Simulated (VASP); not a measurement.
# Ge (P3_121) in VASP: a series of runs

The runs below take Ge through relaxation of cell and atoms, single point, with PBEsol.

Everything below comes from runs of VASP 6.6.1. Logs are shortened: lines on timing, memory, paths and dates and some standing lists are left out, and cuts for length are marked.

**1. Starting point**

The structure is trigonal, space group P3_121 (No. 152). The conventional cell has a = 4.144 Å, b = 4.144 Å, c = 4.701 Å, α = 90.00°, β = 90.00°, γ = 120.00°. Ge (site symmetry 2) is surrounded by 2 Ge at 2.25 Å.

The cell was built by a generator and needn't be a form met in nature.

**2. Relaxation of cell and atoms, PBEsol**

The input, INCAR:

```
ALGO = Normal
EDIFF = 1E-7
EDIFFG = -0.04
ENCUT = 600
GGA = PS
IBRION = 2
ISIF = 3
ISMEAR = 0
LASPH = T
LCHARG = F
LREAL = F
LWAVE = F
NELM = 100
NSW = 90
PREC = Accurate
SIGMA = 0.1
```

The input, KPOINTS:

```
k-points
0
Gamma
  6 6 4
```

The input, POSCAR:

```
Ge
1.0
    4.1437142536      0.0000000000      0.0000000000
   -2.0718571268      3.5885618097      0.0000000000
    0.0000000000      0.0000000000      4.7011825310
Ge
3
Direct
    0.2254000000      0.0000000000      0.3333333333
    0.0000000000      0.2254000000      0.6666666667
    0.7746000000      0.7746000000      0.0000000000
```

Potentials or basis: VASP PAW PBE potentials, release 64 (Ge_d).

Run with:

```bash
> cat potpaw_PBE.64/Ge_d/POTCAR > POTCAR
> mpirun -np 1 vasp_std > vasp.out
```

OUTCAR:

```text
EDIFF = 1E-7
   EDIFFG = -0.04
   ENCUT = 600
   GGA = PS
   IBRION = 2
   ISIF = 3
   ISMEAR = 0
   LASPH = T
   LREAL = F
   NELM = 100
   NSW = 90
   PREC = Accurate

 ion  position               nearest neighbor table
   1  0.225  0.000  0.333-   3 2.25   2 2.25
   2  0.000  0.225  0.667-   3 2.25   1 2.25
   3  0.775  0.775  0.000-   1 2.25   2 2.25

  LATTYP: Found a hexagonal cell.
 ALAT       =     4.1437142536
 C/A-ratio  =     1.1345334749

  Lattice vectors:

 A1 = (   4.1437142536,   0.0000000000,   0.0000000000)
 A2 = (  -2.0718571268,   3.5885618097,   0.0000000000)
 A3 = (   0.0000000000,   0.0000000000,   4.7011825310)

Analysis of symmetry for initial positions (statically):
=====================================================================
 Subroutine PRICEL returns:
 Original cell was already a primitive cell.

 Routine SETGRP: Setting up the symmetry group for a
 hexagonal supercell.

 Subroutine GETGRP returns: Found  6 space group operations
 (whereof  2 operations were pure point group operations)
 out of a pool of 24 trial point group operations.

The static configuration has the point symmetry C_2 .
 The point group associated with its full space group is D_3 .

Analysis of symmetry for dynamics (positions and initial velocities):
=====================================================================
 Subroutine PRICEL returns:
 Original cell was already a primitive cell.

 Routine SETGRP: Setting up the symmetry group for a
 hexagonal supercell.

 Subroutine GETGRP returns: Found  6 space group operations
 (whereof  2 operations were pure point group operations)
 out of a pool of 24 trial point group operations.

The dynamic configuration has the point symmetry C_2 .
 The point group associated with its full space group is D_3 .

 Subroutine INISYM returns: Found  6 space group operations
 (whereof  2 operations are pure point group operations),
 and found     1 'primitive' translations

----------------------------------------------------------------------------------------

                                     Primitive cell

  volume of cell :      69.9065

  direct lattice vectors                    reciprocal lattice vectors
     4.143714254  0.000000000  0.000000000     0.241329382  0.139331584  0.000000000
    -2.071857127  3.588561810  0.000000000     0.000000000  0.278663167  0.000000000
     0.000000000  0.000000000  4.701182531     0.000000000  0.000000000  0.212712438

  length of vectors
     4.143714254  4.143714254  4.701182531     0.278663167  0.278663167  0.212712438

  position of ions in fractional coordinates (direct lattice)
     0.225400000  0.000000000  0.333333333
     0.000000000  0.225400000  0.666666667
     0.774600000  0.774600000  0.000000000

  ion indices of the primitive-cell ions
   primitive index   ion index
                 1           1
                 2           2
                 3           3

----------------------------------------------------------------------------------------

 KPOINTS: k-points

Automatic generation of k-mesh.
 Grid dimensions read from file:
 generate k-points for:    6    6    4

 Generating k-lattice:

  Cartesian coordinates                     Fractional coordinates (reciprocal lattice)
     0.040221564  0.023221931  0.000000000     0.166666667  0.000000000  0.000000000
     0.000000000  0.046443861  0.000000000     0.000000000  0.166666667  0.000000000
     0.000000000  0.000000000  0.053178110     0.000000000  0.000000000  0.250000000

  Length of vectors
     0.046443861  0.046443861  0.053178110

  Shift w.r.t. Gamma in fractional coordinates (k-lattice)
     0.000000000  0.000000000  0.000000000

 Subroutine IBZKPT returns following result:
 ===========================================

 Found     24 irreducible k-points:

 Following reciprocal coordinates:
            Coordinates               Weight
  0.000000  0.000000  0.000000      1.000000
  0.166667  0.000000  0.000000      6.000000
  0.333333  0.000000  0.000000      6.000000
  0.500000  0.000000  0.000000      3.000000
  0.166667  0.166667  0.000000      6.000000
  0.333333  0.166667  0.000000     12.000000
[... 16 lines left out ...]
  0.333333  0.166667  0.500000     12.000000
  0.333333  0.333333  0.500000      2.000000
   k-points           NKPTS =     24   k-points in BZ     NKDIM =     24   number of bands    NBANDS=     25
   number of dos      NEDOS =    301   number of ions     NIONS =      3
   total plane-waves  NPLWV =  51840
   dimension x,y,z NGX =    36 NGY =   36 NGZ =   40
   dimension x,y,z NGXF=    72 NGYF=   72 NGZF=   80
   ions per type =               3
   NGX,Y,Z   is equivalent  to a cutoff of  14.44, 14.44, 14.15 a.u.
   NGXF,Y,Z  is equivalent  to a cutoff of  28.89, 28.89, 28.29 a.u.
 SYSTEM =  unknown system
   PREC   = accura    normal or accurate (medium, high low for compatibility)
   ISTART =      0    job   : 0-new  1-cont  2-samecut
   ICHARG =      2    charge: 1-file 2-atom 10-const
   ISPIN  =      1    spin polarized calculation?
   LNONCOLLINEAR =      F non collinear calculations
   LSORBIT =      F    spin-orbit coupling
   LASPH  =      T    aspherical Exc in radial PAW
   ENCUT  =  600.0 eV  44.10 Ry    6.64 a.u.   8.28  8.28  9.39*2*pi/ulx,y,z
   NELM   =    100;   NELMIN=  2; NELMDL= -5     # of ELM steps
   EDIFF  = 0.1E-06   stopping-criterion for ELM
   LREAL  =      F    real-space projection
   EDIFFG = -.4E-01   stopping-criterion for IOM
   NSW    =     90    number of steps for IOM
   IBRION =      2    ionic relax: 0-MD 1-quasi-New 2-CG
   NFREE  =      1    steps in history (QN), initial steepest desc. (CG)
   ISIF   =      3    stress and relaxation
   ISYM   =      2    0-nonsym 1-usesym 2-fastsym
   POTIM  = 0.5000    time-step for ionic-motion
   TEBEG  =    0.0;   TEEND  =   0.0 temperature during run
   PSTRESS=    0.0 pullay stress
   NELECT =      42.0000    total number of electrons
   NUPDOWN=      -1.0000    fix difference up-down
   EMIN   =  10.00;   EMAX   =-10.00  energy-range for DOS
   EFERMI =   0.00;   METHOD = LEGACY
   ISMEAR =     0;   SIGMA  =   0.10  broadening in eV -4-tet -1-fermi 0-gaus
   EFERMI_NEDOS =   21; number of points for ismear=-14 and -15
   IALGO  =     38    algorithm
   IMIX   =      4    mixing-type and parameters
     AMIX     =   0.40;   BMIX     =  1.00
     AMIX_MAG =   1.60;   BMIX_MAG =  1.00
  volume/ion in A,a.u.               =      23.30       157.25
  Fermi-wavevector in a.u.,A,eV,Ry     =   1.381398  2.610464 25.963458  1.908260
  Thomas-Fermi vector in A             =   2.506186
   LORBIT       =      0    0 simple, 1 ext, 2 COOP (PROOUT), +10 PAW based schemes
   GGA     = PS    functional components
   LHFCALC =     F    Hartree Fock is set to
   AEXX    =    0.0000 exact exchange contribution
   IVDW    =     0    specifies the selected vdW correction
   LEPSILON=     F    determine dielectric tensor
   LRPA    =     F    only Hartree local field effects (RPA)
 conjugate gradient relaxation of ions
 non-spin polarized calculation
 Gauss-broadening in eV      SIGMA  =   0.10
  energy-cutoff  :      600.00
  volume of cell :       69.91
 maximum number of plane-waves:      2353
 NGX is ok and might be reduce to    36

--------------------------------------- Ionic step        1  -------------------------------------------

 number of electron      41.9999996 magnetization

 Free energy of the ion-electron system (eV)
  ---------------------------------------------------
  ext. energy  EPLUGINS =         0.00000000
  ---------------------------------------------------
  free energy    TOTEN  =       -12.37136067 eV

  energy without entropy =      -12.36093821  energy(sigma->0) =      -12.36614944

------------------------ aborting loop because EDIFF is reached ----------------------------------------

  FORCE on cell =-STRESS in cart. coord.  units (eV):
  Direction    XX          YY          ZZ          XY          YZ          ZX
  --------------------------------------------------------------------------------------
  -------------------------------------------------------------------------------------
  Total        2.0907355      2.0907355      3.1242432      0.0000000      0.0000000      0.0000000
  in kB       47.9172998     47.9172998     71.6041298      0.0000000      0.0000000      0.0000000
  external PRESSURE =      55.8129098 kB  Pullay stress =       0.0000000 kB
[... 59 lines left out ...]
  energy  without entropy=      -13.1214618213  energy(sigma->0) =      -13.12753006

--------------------------------------- Ionic step        3  -------------------------------------------

 number of electron      42.0000004 magnetization

 E-fermi :   3.5473     XC(G=0):  -9.8103

 val. band max:        3.5306597905   @ k =   0.3333   0.3333   0.0000
 cond. band min:       3.5525021416   @ k =   0.5000   0.0000   0.5000
 fundamental gap:      0.0218423512
 Fermi energy:         3.5472663538

 k-point     1 :       0.0000    0.0000    0.0000
  band No.  band energies     occupation
      1     -21.0246      2.00000
      2     -21.0246      2.00000
      3     -20.9769      2.00000
      4     -20.9450      2.00000
      5     -20.9450      2.00000
      6     -20.9422      2.00000
[... 691 lines left out ...]
  FREE ENERGIE OF THE ION-ELECTRON SYSTEM (eV)
  ---------------------------------------------------
  free  energy   TOTEN  =       -13.1609536697 eV

  energy  without entropy=      -13.1498457006  energy(sigma->0) =      -13.15539969

[... ionic steps 4 to 21 ...]

--------------------------------------- Ionic step       22  -------------------------------------------

 number of electron      42.0000003 magnetization

------------------------ aborting loop because EDIFF is reached ----------------------------------------

  FORCE on cell =-STRESS in cart. coord.  units (eV):
  Direction    XX          YY          ZZ          XY          YZ          ZX
  --------------------------------------------------------------------------------------
  -------------------------------------------------------------------------------------
  Total        0.2684941      0.2684941      0.0982612     -0.0000000     -0.0000000      0.0000000
  in kB        7.6675610      7.6675610      2.8061078     -0.0000000     -0.0000000      0.0000000
  external PRESSURE =       6.0470766 kB  Pullay stress =       0.0000000 kB
[... 59 lines left out ...]
  energy  without entropy=      -14.2474887680  energy(sigma->0) =      -14.24942794

--------------------------------------- Ionic step       24  -------------------------------------------

 number of electron      41.9999998 magnetization

 Free energy of the ion-electron system (eV)
  ---------------------------------------------------
  ext. energy  EPLUGINS =         0.00000000
  ---------------------------------------------------
  free energy    TOTEN  =       -14.25163315 eV

  energy without entropy =      -14.24781928  energy(sigma->0) =      -14.24972622

 E-fermi :   6.1356     XC(G=0): -11.3423

 val. band max:        6.0448731069   @ k =   0.1667   0.0000   0.0000
 cond. band min:       6.3096454235   @ k =   0.1667   0.0000   0.5000
 fundamental gap:      0.2647723166
 Fermi energy:         6.1355961353

 k-point     1 :       0.0000    0.0000    0.0000
  band No.  band energies     occupation
      1     -18.3060      2.00000
      2     -18.3060      2.00000
      3     -18.1503      2.00000
      4     -18.1503      2.00000
      5     -18.1375      2.00000
      6     -18.1375      2.00000
[... 691 lines left out ...]
  FREE ENERGIE OF THE ION-ELECTRON SYSTEM (eV)
  ---------------------------------------------------
  free  energy   TOTEN  =       -14.2516331511 eV

  energy  without entropy=      -14.2478192850  energy(sigma->0) =      -14.24972622

 reached required accuracy - stopping structural energy minimisation
```

It took 13 min on 1 thread of Intel Xeon Platinum 8488C (Sapphire Rapids), shared host; peak memory 0.24 GiB.

What came out:

* Free energy: -14.2516 eV
* Relaxed volume: 18.86 Å³/atom
* Relaxed cell: a = 3.754 Å, b = 3.754 Å, c = 4.636 Å, α = 90.00°, β = 90.00°, γ = 120.00°
* Space group after relaxing (to 0.05 Å): Pm-3m (No. 221)
* Energy gained by relaxing: 626.8 meV/atom
* Ionic steps: 24
* Pressure after relaxing: -0.1 GPa
* Largest force after relaxing: 0.021 eV/Å
* Band gap on the k mesh: none (metal or under the smearing width)

Forces in eV/Å, atoms in the order of the input:
```
Ge  -0.021  0.000  0.000
Ge   0.011 -0.018  0.000
Ge   0.011  0.018  0.000
```

Stress tensor (GPa, compression positive):
```
-0.04  0.00  0.00
 0.00 -0.04  0.00
 0.00  0.00 -0.28
```

The path:
```
step  energy change (eV)  largest force (eV/Å)  pressure (GPa)  volume (Å³)
   1              0.0000                3.6142            5.58        69.91
   2             -0.7622                0.3733           -8.37        78.44
   3             -0.7896                0.7433           -6.84        76.79
   4             -1.3338                0.6955           -5.77        67.97
   5             -1.7554                0.3561            4.13        54.47
   6             -1.7658                0.4526            1.69        56.40
   7             -1.7664                0.4225            2.41        55.79
   8             -1.8077                0.0631            0.56        56.50
   9             -1.8099                0.0114            0.10        56.73
  10             -1.8100                0.0060            0.02        56.78
  11             -1.8101                0.0027           -0.07        56.83
  12             -1.8122                0.0051            0.07        56.75
  13             -1.8231                0.0152            0.49        56.50
  14             -1.8658                0.0028            0.84        55.93
  15             -1.8172                0.0839            3.58        54.50
  16             -1.8727                0.0329            1.77        55.36
  17             -1.8738                0.0149            1.31        55.67
  18             -1.8757                0.0243            1.46        55.52
  19             -1.8765                0.0263            1.40        55.60
  20             -1.8766                0.0279            1.28        55.66
  21             -1.8775                0.0267            1.09        55.77
  22             -1.8794                0.0239            0.60        56.10
  23             -1.8800                0.0191           -0.33        56.77
  24             -1.8803                0.0210           -0.12        56.57
```

Final structure:
```yaml
crystal:
  lattice:
    - [3.75366, 0.00000, 0.00000]
    - [-1.87683, 3.25077, 0.00000]
    - [0.00000, 0.00000, 4.63567]
  atoms:
    - { symbol: Ge, position: [0.33479, 0.00000, 0.33333] }
    - { symbol: Ge, position: [0.00000, 0.33479, 0.66667] }
    - { symbol: Ge, position: [0.66521, 0.66521, 0.00000] }
```

Caveat: the volume moved by over 15 % at a fixed basis, so the end points are rough; the PAW data sets were made with another functional, which shifts forces and pressure a little.

**3. Single point, PBEsol**

The input, INCAR:

```
SYSTEM = Ge
PREC     = Accurate       ! precision mode
ENCUT    = 520            ! plane-wave cutoff, eV
EDIFF    = 1E-6           ! SCF threshold, eV
ISMEAR   = 0              ! smearing method
SIGMA    = 0.1            ! smearing width, eV
LREAL    = .FALSE.        ! projectors in reciprocal space
LASPH    = .TRUE.         ! aspherical terms in the spheres
NELM     = 100            ! most SCF steps
ALGO     = Normal         ! electronic algorithm
ISIF     = 2              ! what is computed and relaxed
LWAVE    = .FALSE.        ! write WAVECAR
LCHARG   = .TRUE.         ! write CHGCAR
GGA      = PS             ! functional
LELF     = .TRUE.         ! ELF
LVHAR    = .TRUE.       
NBANDS   = 28             ! bands
```

The input, KPOINTS:

```
Automatic mesh
0
G
  6 6 4
  0 0 0
```

POSCAR is that of step 2.

Potentials or basis: VASP PAW PBE potentials, release 64 (Ge_d).

Run with:

```bash
> cat potpaw_PBE.64/Ge_d/POTCAR > POTCAR
> mpirun -np 1 vasp_std > vasp.out
```

It took 42 s on 1 thread of Intel Xeon Platinum 8488C (Sapphire Rapids), shared host; peak memory 0.19 GiB.

Results (log left out):

```
Free energy            : -12.3712 eV
Pressure               : 5.4 GPa
Largest force          : 3.614 eV/Å
Band gap on the k mesh : none (metal or under the smearing width)
```

Forces on the atoms (eV/Å):
```
Ge   3.614  0.000  0.000
Ge  -1.807  3.130  0.000
Ge  -1.807 -3.130  0.000
```

Stress tensor (GPa, compression positive):
```
4.62 0.00 0.00
0.00 4.62 0.00
0.00 0.00 6.97
```

Levels at points of the mesh, in eV from the Fermi level:
| k point | band 19 | band 20 | band 21 | band 22 | band 23 | band 24 |
| --- | --- | --- | --- | --- | --- | --- |
| (0.00, 0.00, 0.00) | -1.51 | 0.08 | 0.08 | 0.30 | 0.30 | 2.76 |
| (0.50, 0.00, 0.00) | -3.33 | -2.15 | -1.53 | -0.36 | 1.11 | 2.70 |
| (0.00, 0.00, 0.50) | -1.38 | -0.31 | -0.31 | 1.09 | 1.09 | 1.90 |
| (0.50, 0.00, 0.50) | -4.65 | -1.75 | -1.38 | 0.15 | 1.12 | 4.39 |

Caveat: the PAW data sets were made with another functional, which shifts forces and pressure a little.

**4. Single point, PBEsol**

This run uses another cell than the first one: it holds 1 atom, not 3.

The input, INCAR:

```
PREC     = Accurate       # precision mode
ENCUT    = 520            # plane-wave cutoff, eV
EDIFF    = 1E-6           # SCF threshold, eV
ISMEAR   = 0              # smearing method
SIGMA    = 0.1            # smearing width, eV
LREAL    = F              # projectors in reciprocal space
LASPH    = T              # aspherical terms in the spheres
NELM     = 100            # most SCF steps
ALGO     = Normal         # electronic algorithm
ISIF     = 2              # what is computed and relaxed
LWAVE    = F              # write WAVECAR
LCHARG   = F              # write CHGCAR
GGA      = PS             # functional
NBANDS   = 13             # bands
```

The input, KPOINTS:

```
Automatic mesh
0
Gamma
  20 20 20
```

The input, POSCAR:

```
Ge
1.0
    2.6673358527      0.0000000000      0.0000000000
    0.0000000000      2.6673358527      0.0000000000
    0.0000000000      0.0000000000      2.6673358527
Ge
1
Direct
    0.5000000000      0.5000000000      0.5000000000
```

Run with:

```bash
> cat potpaw_PBE.64/Ge_d/POTCAR > POTCAR
> mpirun -np 1 vasp_std > vasp.out
```

It took 31 s on 1 thread of Intel Xeon Platinum 8488C (Sapphire Rapids), shared host; peak memory 0.18 GiB.

Results (log left out):

```yaml
Free_energy: -4.7437 eV
Pressure: -0.1 GPa
Band_gap_on_the_k_mesh: none (metal or under the smearing width)
```

Levels at points of the mesh, in eV from the Fermi level:
```tsv
k point	band 5	band 6	band 7	band 8	band 9	band 10
(0.00, 0.00, 0.00)	-24.33	-13.11	6.85	6.85	6.85	10.24
(0.50, 0.00, 0.00)	-24.33	-9.16	-5.88	9.90	9.90	13.61
(0.50, 0.50, 0.00)	-24.25	-4.96	-2.66	-2.66	3.04	12.91
(0.50, 0.50, 0.50)	-24.24	-0.06	0.36	0.36	0.36	6.93
```

Caveat: the PAW data sets were made with another functional, which shifts forces and pressure a little.

(Part 1 of 2 ends here.)
